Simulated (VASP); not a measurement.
The system is CdSe.

```
CELL_PARAMETERS angstrom
4.34609 0.00000 0.00000
-2.17304 3.76382 0.00000
0.00000 0.00000 7.08984
ATOMIC_POSITIONS crystal
Cd 0.66667 0.33333 0.49995
Cd 0.33333 0.66667 0.99995
Se 0.66667 0.33333 0.87591
Se 0.33333 0.66667 0.37591
```

The cell is a database's computed one.

| Property | Result |
| --- | --- |
| Program | VASP 6.6.1 |
| Task | relaxation of cell and atoms |
| Functional | PBEsol |
| Potentials or basis | VASP PAW PBE potentials, release 64 (Cd, Se) |
| Cutoff | 600 eV |
| k mesh | 3 × 3 × 2 |
| Occupations | gaussian, width 0.02 eV |
| Spin | no spin polarisation |

At the start: pressure -0.8 GPa; volume 28.99 Å³/atom.

Q: How do energy, volume and symmetry change on relaxing?

A: Over 12 steps the energy falls by 2.2 meV/atom and the volume is 28.50 Å³/atom (-1.7 %); space group P6_3mc (No. 186, to 0.05 Å).

The path:
```
step  energy change (eV)  largest force (eV/Å)  pressure (GPa)  volume (Å³)
   1              0.0000                0.0565           -0.83       115.97
   2             -0.0075                0.0303            0.26       113.48
   3             -0.0078                0.0142            0.07       113.88
   4             -0.0081                0.0269            0.01       114.02
   5             -0.0082                0.0323           -0.02       114.08
   6             -0.0081                0.0431           -0.07       114.19
   7             -0.0082                0.0356           -0.03       114.11
   8             -0.0084                0.0223           -0.03       114.11
   9             -0.0086                0.0064           -0.04       114.11
  10             -0.0086                0.0029           -0.04       114.11
  11             -0.0086                0.0004            0.04       113.94
  12             -0.0086                0.0012            0.01       114.02
```

Final structure:
```
Cd Se
1.0
     4.34474    0.00000    0.00000
    -2.17237    3.76265    0.00000
     0.00000    0.00000    6.97454
Cd Se
2 2
Cartesian
  2.1724 1.2542 3.4814
  0.0000 2.5084 6.9686
  2.1724 1.2542 6.1146
  0.0000 2.5084 2.6274
```

Caveat: the k mesh is coarse (spacing up to 0.56 Å⁻¹), so the values aren't converged; the PAW data sets were made with another functional, which shifts forces and pressure a little.
